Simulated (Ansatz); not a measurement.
Bulk crystal (InAs) after relaxation:

```cif
data_structure
_symmetry_space_group_name_H-M 'P 1'
_symmetry_Int_Tables_number 1
_cell_length_a 4.3045
_cell_length_b 4.3045
_cell_length_c 4.3045
_cell_angle_alpha 60.000
_cell_angle_beta 60.000
_cell_angle_gamma 60.000
_cell_volume 56.40
loop_
_atom_site_label
_atom_site_type_symbol
_atom_site_fract_x
_atom_site_fract_y
_atom_site_fract_z
_atom_site_occupancy
In1 In 0.00000 0.00000 0.00000 1
As1 As 0.75000 0.75000 0.75000 1
```

Miller indices refer to the conventional cell of F-43m (No. 216), a = 6.087 Å, b = 6.087 Å, c = 6.087 Å, α = 90.00°, β = 90.00°, γ = 90.00°.

The (100) slab of 8 planes, 10.7 Å thick with 15 Å of vacuum as cut; outer planes In (top) and As (bottom).

The calculation used Ansatz 0.2.0, DFT PBEsol, scalar-relativistic, plane waves, PAW. Settings: cutoff 420 eV, Γ-centred mesh 8×8×1 on the computed 8-atom cell, Gaussian smearing of 0.10 eV; no spin polarisation. The cell repeats along c with a dipole correction in the vacuum.

With the atoms at the bulk's places:

For the slab as cut, the surface energy (mean of both faces) is 1.44 J/m², the work function is 4.44 eV (top), 5.76 eV (bottom) and the dipole of the slab along +c, per cell is 0.13 e·Å.

Q: What changes when all atoms relax within this surface cell and its symmetry?

A: The energy falls by 0.016 J/m² a face, and the largest move is 0.10 Å.

* Surface energy (mean of both faces): 1.42 J/m²
* Work function: 4.45 eV (top), 5.74 eV (bottom)
* Dipole of the slab along +c, per cell: 0.13 e·Å

| plane (bottom to top) | atoms | spacing to next, bulk (Å) | relaxed (Å) | change (%) |
| --- | --- | --- | --- | --- |
| 1 | As | 1.522 | 1.479 | -2.8 |
| 2 | In | 1.522 | 1.580 | +3.8 |
| 3 | As | 1.522 | 1.485 | -2.4 |
| 4 | In | 1.522 | 1.548 | +1.7 |
| 5 | As | 1.522 | 1.508 | -0.9 |
| 6 | In | 1.522 | 1.539 | +1.1 |
| 7 | As | 1.522 | 1.625 | +6.8 |
| 8 | In |  |  |  |